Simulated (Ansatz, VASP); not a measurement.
# Two plane-wave programs on Cd

The input INCAR:

```
SYSTEM = Cd
ALGO = Fast
EDIFF = 1E-7
ENCUT = 520
GGA = PE
ISIF = 2
ISMEAR = 0
LASPH = .TRUE.
LCHARG = .FALSE.
LREAL = .FALSE.
LWAVE = .FALSE.
NBANDS = 19
NELM = 80
PREC = Accurate
SIGMA = 0.15
```

The input KPOINTS:

```
k-points
0
G
  18 18 8
  0 0 0
```

File POSCAR:

```
Cd
1.0
    2.9788725081      0.0000000000      0.0000000000
   -1.4894362540      2.5797792666      0.0000000000
    0.0000000000      0.0000000000      5.6176500000
Cd
2
Direct
    0.3333333333      0.6666666667      0.2500000000
    0.6666666667      0.3333333333      0.7500000000
```

Input for Ansatz:

```yaml
crystal:
  lattice:
    - [2.9788725081, 0.0, 0.0]
    - [-1.489436254, 2.5797792666, 0.0]
    - [0.0, 0.0, 5.61765]
  atoms:
    - { symbol: Cd, position: [0.3333333333, 0.6666666667, 0.25] }
    - { symbol: Cd, position: [0.6666666667, 0.3333333333, 0.75] }
basis:
  ecutwfc: 420
kpoints:
  mp_grid: { grid: [18, 18, 8] }
hamiltonian:
  xc: pbe
scf:
  occupations: { method: gaussian, width: 0.15 }
output:
  forces: true
  stress: true
  eigenvalues: true
```

Alike in both runs: task single point; functional PBE; k mesh 18 × 18 × 8; occupations gaussian, width 0.15 eV; no spin polarisation.

|  | VASP | Ansatz |
| --- | --- | --- |
| version | VASP 6.6.1 | Ansatz 0.2.0 |
| potentials or method | VASP PAW PBE potentials, release 64 (Cd) | scalar-relativistic, plane waves, PAW |
| plane-wave cutoff (eV) | 520 | 420 |
| valence electrons in the cell | 24 | 40 |

Ansatz gave:

```
gap on the k mesh at the Fermi level (eV)       : none
pressure (GPa)                                  : 2.9
largest component of the traceless stress (GPa) : 0.35
```

Question: Which values does VASP return?

Answer: gap on the k mesh at the Fermi level (eV): none; pressure (GPa): 3.3; largest component of the traceless stress (GPa): 0.49.

A gap of «none» marks a metal or a gap that the smearing closes. The functional is the same, so the differences come from potentials, cutoffs and numerics. The two sets of potentials don't hold the same shells in valence.
